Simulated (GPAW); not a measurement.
# AlN (P6_3mc) in GPAW: notebook, part 2 of 2

GPAW 26.7.0. The steps go on from the part before.

## (3) Relaxation of cell and atoms, PBE+D3

run.py

```python
from ase import Atoms
from ase.calculators.mixing import SumCalculator
from ase.filters import FrechetCellFilter
from ase.io import write
from ase.optimize import BFGS
from dftd3.ase import DFTD3
from gpaw import GPAW, PW

atoms = Atoms(['Al', 'Al', 'N', 'N'],
              cell=[[3.113, 0.0, 0.0],
                    [-1.5565, 2.695937082, 0.0],
                    [0.0, 0.0, 4.981]],
              scaled_positions=[[0.6666666667, 0.3333333333, 0.5],
                                [0.3333333333, 0.6666666667, 0.0],
                                [0.6666666667, 0.3333333333, 0.88],
                                [0.3333333333, 0.6666666667, 0.38]],
              pbc=True)

calc = GPAW(mode=PW(800),
            xc='PBE',
            kpts={'size': (7, 7, 4), 'gamma': True},
            occupations={'name': 'fermi-dirac', 'width': 0.05},
            nbands=18,
            convergence={'density': 1e-05, 'energy': 1e-05},
            maxiter=150,
            txt='gpaw.txt')
atoms.calc = SumCalculator([calc, DFTD3(method='pbe', damping='d3zero')])
opt = BFGS(FrechetCellFilter(atoms), trajectory='relax.traj', logfile='-')
done = opt.run(fmax=0.02, steps=40)
calc.write('gs.gpw')
write('result.traj', atoms)
print('Converged:', done)
print('Cell:', atoms.cell.cellpar().round(4))
print('Volume:', round(atoms.get_volume(), 4))
print(atoms.get_scaled_positions().round(5))
```

Potentials or basis: GPAW PAW data sets (gpaw-data 1.2.1), pw.

Started as:

```bash
$ OMP_NUM_THREADS=1 python run.py
```

gpaw.txt:

```text
__  _  _
 | _ |_)|_||  |
 |__||  | ||/\| - 26.7.0

Input parameters:
  mode=PW(ecut=800.0),
  convergence={'density': 1e-05, 'energy': 1e-05},
  kpts=MonkhorstPack(size=(7, 7, 4), gamma=True),
  maxiter=150,
  nbands=18,
  occupations=Occupations(name='fermi-dirac', width=0.05),
  xc=XC(name='PBE')

Diagonalizing LCAO Hamiltonian
Converting LCAO to pw mode

           N

           Al
        N

        Al

Atoms  # Å, Bohr magnetons
|   | symbol |         x |        y |        z |    initial magnetic moments |
|---|--------|-----------|----------|----------|-----------------------------|
| 0 |     Al |  1.556500 | 0.898646 | 2.490500 | ( 0.0000,  0.0000,  0.0000) |
| 1 |     Al | -0.000000 | 1.797291 | 0.000000 | ( 0.0000,  0.0000,  0.0000) |
| 2 |      N |  1.556500 | 0.898646 | 4.383280 | ( 0.0000,  0.0000,  0.0000) |
| 3 |      N | -0.000000 | 1.797291 | 1.892780 | ( 0.0000,  0.0000,  0.0000) |

Unit cell  # Å
| periodic |         x |        y |        z |  lengths |     angles |
|----------|-----------|----------|----------|----------|------------|
|      yes |  3.113000 | 0.000000 | 0.000000 | 3.113000 |  90.000000 |
|      yes | -1.556500 | 2.695937 | 0.000000 | 3.113000 |  90.000000 |
|      yes |  0.000000 | 0.000000 | 4.981000 | 4.981000 | 120.000000 |

Number of symmetries: 6
Symmetry operations  # r_c * U_cc + t_c -> r_c
|   | kind |            matrix            |
|---|------|------------------------------|
| 0 |  σ   |  1, 1, 0,  0,-1, 0,  0, 0, 1 |
| 1 |  E   |  1, 0, 0,  0, 1, 0,  0, 0, 1 |
| 2 |  C3  |  0, 1, 0, -1,-1, 0,  0, 0, 1 |
| 3 |  σ   |  0,-1, 0, -1, 0, 0,  0, 0, 1 |
| 4 |  σ   | -1, 0, 0,  1, 1, 0,  0, 0, 1 |
| 5 |  C3  | -1,-1, 0,  1, 0, 0,  0, 0, 1 |

BZ-sampling:
  Number of BZ points: 196
  Number of IBZ points: 28
[... 182 lines left out ...]
Gap: 4.231 eV
Transition (v -> c):
  (s=0, k=0, n=7, [0.00, 0.00, 0.00]) -> (s=0, k=0, n=8, [0.00, 0.00, 0.00])
No difference between direct/indirect transitions

Stress tensor  # eV/Ang^3
|         x |         y |         z |
|-----------|-----------|-----------|
| -0.025522 | -0.000000 | -0.000000 |
| -0.000000 | -0.025522 |  0.000000 |
| -0.000000 |  0.000000 | -0.035404 |

Forces  # eV/Ang
|        x |       y |        z |
|----------|---------|----------|
|  0.00000 | 0.00000 | -0.13282 |  # Al   0
| -0.00000 | 0.00000 | -0.13281 |  # Al   1
| -0.00000 | 0.00000 |  0.13349 |  # N    2
|  0.00000 | 0.00000 |  0.13277 |  # N    3

Interpolating wave functions to new cell

           N

           Al
        N

        Al

Atoms  # Å, Bohr magnetons
|   | symbol |         x |        y |         z |    initial magnetic moments |
|---|--------|-----------|----------|-----------|-----------------------------|
| 0 |     Al |  1.556951 | 0.898906 |  2.490525 | ( 0.0000,  0.0000,  0.0000) |
| 1 |     Al | -0.000000 | 1.797812 | -0.001751 | ( 0.0000,  0.0000,  0.0000) |
| 2 |      N |  1.556951 | 0.898906 |  4.388165 | ( 0.0000,  0.0000,  0.0000) |
| 3 |      N | -0.000000 | 1.797812 |  1.895879 | ( 0.0000,  0.0000,  0.0000) |
[... 909 lines left out ...]
Gap: 4.131 eV
Transition (v -> c):
  (s=0, k=0, n=7, [0.00, 0.00, 0.00]) -> (s=0, k=0, n=8, [0.00, 0.00, 0.00])
No difference between direct/indirect transitions

Stress tensor  # eV/Ang^3
|         x |         y |         z |
|-----------|-----------|-----------|
| -0.017845 | -0.000000 |  0.000000 |
| -0.000000 | -0.017845 | -0.000000 |
|  0.000000 |  0.000000 | -0.016278 |

Forces  # eV/Ang
|       x |       y |        z |
|---------|---------|----------|
| 0.00000 | 0.00000 |  0.00948 |  # Al   0
| 0.00000 | 0.00000 |  0.00949 |  # Al   1
| 0.00000 | 0.00000 | -0.00899 |  # N    2
| 0.00000 | 0.00000 | -0.00891 |  # N    3

Interpolating wave functions to new cell

           N

           Al
        N

        Al

Atoms  # Å, Bohr magnetons
|   | symbol |         x |        y |         z |    initial magnetic moments |
|---|--------|-----------|----------|-----------|-----------------------------|
| 0 |     Al |  1.560372 | 0.900881 |  2.496603 | ( 0.0000,  0.0000,  0.0000) |
| 1 |     Al | -0.000000 | 1.801763 | -0.003920 | ( 0.0000,  0.0000,  0.0000) |
| 2 |      N |  1.560372 | 0.900881 |  4.404911 | ( 0.0000,  0.0000,  0.0000) |
| 3 |      N | -0.000000 | 1.801763 |  1.904361 | ( 0.0000,  0.0000,  0.0000) |
[... 205 lines left out ...]
Stress tensor  # eV/Ang^3
|         x |         y |         z |
|-----------|-----------|-----------|
| -0.017088 | -0.000000 | -0.000000 |
| -0.000000 | -0.017088 |  0.000000 |
| -0.000000 | -0.000000 | -0.016508 |

Forces  # eV/Ang
|        x |        y |        z |
|----------|----------|----------|
|  0.00000 | -0.00000 | -0.00421 |  # Al   0
| -0.00000 |  0.00000 | -0.00421 |  # Al   1
|  0.00000 |  0.00000 |  0.00468 |  # N    2
| -0.00000 | -0.00000 |  0.00469 |  # N    3

# Writing to gs.gpw (mode='')
```

Run time: 78 s. Hardware: 1 thread of Intel Xeon Platinum 8375C at 2.90GHz (Ice Lake), shared host; peak memory 0.24 GiB.

Results:

* Free energy: -30.3590 eV
* Relaxed volume: 10.55 Å³/atom
* Relaxed cell: a = 3.121 Å, b = 3.121 Å, c = 5.001 Å, α = 90.00°, β = 90.00°, γ = 120.00°
* Space group after relaxing (to 0.05 Å): P6_3mc (No. 186)
* Energy gained by relaxing: 1.2 meV/atom
* Ionic steps: 6
* Pressure after relaxing: 0.0 GPa
* Largest force after relaxing: 0.007 eV/Å
* Band gap on the k mesh: 4.13 eV, direct
* Dispersion energy per atom: -0.160 eV

Forces in eV/Å, atoms in the order of the input:
```
Al   0.000  0.000  0.007
Al   0.000  0.000  0.007
N    0.000  0.000 -0.006
N    0.000  0.000 -0.006
```

Stress tensor (GPa, compression positive):
```
-0.08  0.00  0.00
 0.00 -0.08  0.00
 0.00  0.00  0.06
```

Step by step:
| step | energy change (eV) | largest force (eV/Å) | pressure (GPa) | volume (Å³) |
| --- | --- | --- | --- | --- |
| 1 | 0.0000 | 0.1231 | 1.85 | 41.80 |
| 2 | -0.0016 | 0.0688 | 1.56 | 41.86 |
| 3 | -0.0036 | 0.0314 | 0.80 | 42.01 |
| 4 | -0.0039 | 0.0361 | 0.55 | 42.06 |
| 5 | -0.0047 | 0.0204 | 0.04 | 42.17 |
| 6 | -0.0049 | 0.0067 | -0.03 | 42.18 |

Final structure:
```
CELL_PARAMETERS angstrom
3.12074 0.00000 0.00000
-1.56037 2.70264 0.00000
0.00000 0.00000 5.00105
ATOMIC_POSITIONS crystal
Al 0.66667 0.33333 0.49922
Al 0.33333 0.66667 0.99922
N 0.66667 0.33333 0.88080
N 0.33333 0.66667 0.38079
```

Caveat: later steps reuse the first step's grids. Zero-point motion and thermal expansion aren't in these numbers.
